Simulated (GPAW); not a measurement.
NaCl:

```
CELL_PARAMETERS angstrom
0.00000 2.79406 2.79406
2.79406 0.00000 2.79406
2.79406 2.79406 0.00000
ATOMIC_POSITIONS crystal
Cl 0.50000 0.50000 0.50000
Na 0.00000 0.00000 0.00000
```

The cell is a database's computed one.

Base run:

- Program: GPAW 26.7.0
- Functional: LDA
- Potentials or basis: the program's PAW data sets (release 1.2.1) made for this functional
- Cutoff: 800 eV
- Basis: pw
- k mesh: 7 × 7 × 7
- Occupations: fermi-dirac, width 0.05 eV
- Spin: no spin polarisation

Its results: band gap on the k mesh 4.80 eV, direct.

After a change of settings the same cell gave: band gap on the k mesh 8.27 eV, direct. Which change was it?
A. functional from LDA to TB-mBJ; potentials or basis from the program's PAW data sets (release 1.2.1) made for this functional to GPAW PAW data sets for LDA (gpaw-data 1.2.1)
B. functional from LDA to vdW-DF-cx; potentials or basis from the program's PAW data sets (release 1.2.1) made for this functional to GPAW PAW data sets (gpaw-data 1.2.1)
C. functional from LDA to RPBE
D. functional from LDA to r2SCAN; potentials or basis from the program's PAW data sets (release 1.2.1) made for this functional to GPAW PAW data sets (gpaw-data 1.2.1)

A.

Caveats: a model potential gives levels but no total energy (some runs); an odd mesh through Γ misses points on the zone boundary, where band edges often lie (some runs).

Not every run made on this cell is shown here.
